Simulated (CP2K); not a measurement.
**NaH under changes of volume**

One of the cells (14.527 Å³/atom); the others are scaled copies at fixed shape and fractional positions:

```
Na H
1.0
     3.45068    0.00000    0.00000
     1.72534    2.98838    0.00000
     1.72534    0.99613    2.81747
Na H
1 1
Direct
  0.00000 0.00000 0.00000
  0.50000 0.50000 0.50000
```

| Item | Value |
| --- | --- |
| Program | CP2K 2026.2 |
| Functional | PBEsol |
| Potentials or basis | POTENTIAL_UZH Na GTH-PBE-q9, H GTH-PBE-q1; TZVP-MOLOPT-PBE-GTH basis |
| Density cutoff | 18368 eV |
| k mesh | 9 × 9 × 9 |
| Occupations | fermi-dirac, width 0.05 eV |
| Spin | no spin polarisation |

```csv
volume (Å³/atom),energy over the lowest point (meV/atom),pressure (GPa),gap on the mesh (eV)
13.655,?,?,?
13.946,0.00,-0.1,3.96
14.236,0.53,-0.5,3.92
14.527,2.49,-1.0,3.88
14.817,4.58,-1.3,3.84
15.108,7.33,-1.7,3.80
15.398,10.67,-2.0,3.77
```

Task: What does the run at 13.655 Å³/atom give?

Result: Energy over the lowest point 0.35 meV/atom; pressure 0.5 GPa; gap on the mesh 4.01 eV.

Worked out: A Birch-Murnaghan fit of order 3 (a polynomial in V^(-2/3)) to the other rows has its minimum at 13.88 Å³/atom, just outside them, with B0 = V·E''(V) = 29 GPa (rough, since the energies scatter). It gives 0.28 meV/atom at 13.655 Å³/atom, against the run's 0.35, and -dE/dV = 0.5 GPa, against 0.5. A straight line through the other rows of the gap, of slope -1.95 eV per unit of ln V, extrapolates to 4.00 eV, against the run's 4.01.

Energies are extrapolated to zero smearing.

Caveats: the potentials were made for another functional, which shifts forces and pressure; an odd mesh through Γ misses points on the zone boundary, where band edges often lie; the basis of atomic orbitals isn't converged, which shifts pressures, moduli and gaps.
